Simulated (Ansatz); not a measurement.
## Re in Ansatz: the effect of target pressure

The system is Re.

```
CELL_PARAMETERS angstrom
2.76080 0.00000 0.00000
-1.38040 2.39092 0.00000
0.00000 0.00000 4.45820
ATOMIC_POSITIONS crystal
Re 0.66667 0.33333 0.75000
Re 0.33333 0.66667 0.25000
```

Alike in all runs:

- Program: Ansatz 0.2.0
- Task: relaxation of cell and atoms
- Functional: PBEsol
- Potentials or basis: all-electron LAPW, scalar-relativistic
- Basis error allowed: 0.001 eV/atom
- k mesh: 11 × 11 × 6
- Occupations: fermi-dirac, width 0.05 eV
- Spin: no spin polarisation

Each run relaxes the cell or the atoms first.

Task: One run gave: relaxed volume 13.89 Å³/atom. Which target pressure did it use?
A. 30 GPa
B. 20 GPa
C. 5 GPa
D. 10 GPa
E. 0 GPa

Result: B.

| target pressure | relaxed volume (Å³/atom) |
| --- | --- |
| 0 GPa | 14.56 |
| 5 GPa | 14.37 |
| 10 GPa | 14.20 |
| 20 GPa | 13.89 |
| 30 GPa | 13.61 |
